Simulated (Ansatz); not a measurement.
The same group exchange along the group F, Cl, Br.

Computed with Ansatz on PBE0-D4/def2-TZVP structures; ΔE is electronic, products minus reactants. CCSD(T)/CBS is the MP2 limit (def2-TZVPP, def2-QZVPP) plus CCSD(T) − MP2 in def2-TZVPP, frozen cores. This one scheme is used for every species. DFT in def2-TZVPP. For Br outer-core shells are correlated without core-valence functions, which leaves a few kJ/mol of doubt a bond. Scalar relativity is left out up to krypton. Each species was taken in one conformer, which may not be the lowest.

| reaction | CCSD(T)/def2-SVP (eV) | LDA (SPW92) (eV) |
| --- | --- | --- |
| `CCCCF` + CH₃OH → `CCCCO` + fluoromethane | 0.05 | 0.06 |
| `CCCCCl` + CH₃OH → `CCCCO` + `CCl` | 0.00 | -0.02 |
| `CCCCBr` + CH₃OH → `CCCCO` + `CBr` | -0.04 | -0.03 |

(1) Give the CCSD(T)/CBS values in the same order. (An estimate is asked.)

Largest T1 diagnostic: 0.009, for `CF`.

Answers

(1) Ansatz gave: 0.04, -0.01, -0.01 eV.
